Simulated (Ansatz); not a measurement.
**How AlCu3 stores the work of compression**

These are results of DFT PBEsol, scalar-relativistic, plane waves, PAW (Ansatz), not measurements. (420 eV cutoff, 12×12×12 k-mesh, Gaussian smearing of 0.10 eV, no spin polarisation)

Starting point, cell and atoms relaxed:

```
CELL_PARAMETERS angstrom
0.00000 2.88347 2.88347
2.88347 0.00000 2.88347
2.88347 2.88347 0.00000
ATOMIC_POSITIONS crystal
Al 0.00000 0.00000 0.00000
Cu 0.50000 0.50000 0.50000
Cu 0.25000 0.25000 0.25000
Cu 0.75000 0.75000 0.75000
```

Cell and atoms were relaxed at each target pressure within the start's symmetry (Fm-3m), at zero temperature; other phases can be more stable under pressure. H = E + PV with P the target; E is the free energy at the smearing used, whose derivative the pressure is, per atom and counted from zero pressure. The mesh named is that at zero pressure; some other pressures ran on another.

```tsv
P (GPa)	V (Å³/atom)	E − E0 (meV)	H − H0 (meV)
0	11.987	0.0	0.0
2	11.835	0.9	148.7
5	11.622	5.6	368.3
10	11.317	19.8	726.2
20	10.809	66.7	1416.0
40	10.063	205.0	2717.2
```

Problem. Thermodynamics gives dH/dP = V along a relaxed path. Integrate V over P by the trapezoid rule and compare with the computed enthalpies.

Solution. With 1 eV/Å³ = 160.22 GPa, each step adds the mean volume times ΔP / 160.22:
```
P (GPa)  ∫V dP (meV) H − H0 (meV) difference (meV)
      2        148.7         148.7               0.0
      5        368.3         368.3               0.0
     10        726.2         726.2               0.1
     20       1416.7        1416.0               0.7
     40       2719.5        2717.2               2.3
```

V(P) curves upward, so the trapezoid rule runs high; integrating a smooth curve through the same points (P as a polynomial of degree 4 in ln V) puts that excess at about 3.7 meV at 40 GPa, against the 2.3 meV found.

Problem. At 40 GPa, how much of the enthalpy change is stored energy and how much is the PV term?

Solution. E rises by 205 meV/atom and PV is 40 × 10.063 / 160.22 = 2512 meV/atom, so PV makes 92 % of ΔH. So between rival structures at high pressure a small difference in volume can outweigh the difference in energy: 1 % of this volume is worth 25.1 meV/atom at this pressure.

Problem. What bulk modulus do the lowest pressures give?

Solution. From the pressures that the runs reached, -1.99 GPa (12.151 Å³) and 2.00 GPa (11.835 Å³), B = −ΔP/Δln V = 3.99 / 0.0264 = 151 GPa, a mean over that range.